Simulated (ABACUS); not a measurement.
CdTe, 2 atoms in the cell. The structure is cubic, space group F-43m (No. 216). The conventional cell has a = 6.410 Å, b = 6.410 Å, c = 6.410 Å, α = 90.00°, β = 90.00°, γ = 90.00°. Te (site symmetry -43m) is surrounded by 4 Cd at 2.78 Å. Cd (site symmetry -43m) has 4 Te at 2.78 Å as nearest neighbours. 

```yaml
Program: ABACUS 3.10.1
Task: band structure
Functional: SOGGA
Potentials_or_basis: GBRV ultrasoft 1.5 PBEsol
Cutoff: 544 eV
Density_cutoff: 4354 eV
Basis: plane waves
Occupations: fermi-dirac, width 0.05 eV
Spin: no spin polarisation
Radial_cutoff_of_the_potentials_pseudo_rcut: 10 bohr
Threshold_of_the_eigensolver: 1e-07 Ry
Density: read from an earlier self-consistent run
Path: G-X-W-K-G-L-U-W-L-K, U-X
Points_for_each_segment_of_the_path: 10
SCF_threshold_on_the_density: 1e-08
Max_SCF_steps: 100
Eigensolver: dav
Mixing: broyden
Mixing_share: 0.7
Symmetry_key: -1
Bands: 19
```

Potentials or basis: GBRV ultrasoft 1.5 PBEsol, plane waves.

Command:

```bash
$ OMP_NUM_THREADS=1 mpirun -np 4 abacus > log
```

Hardware: 4 MPI ranks on Intel(R) Xeon(R) Platinum 8488C (Sapphire Rapids) (shared host).

Question: Estimate the wall time of this run.

Answer: It took 7.7 s on 4 MPI ranks on Intel(R) Xeon(R) Platinum 8488C (Sapphire Rapids), on a shared host, peak memory 0.88 GiB a rank. Counts: scf iterations 1, k points 102, bands 19, ranks 4.
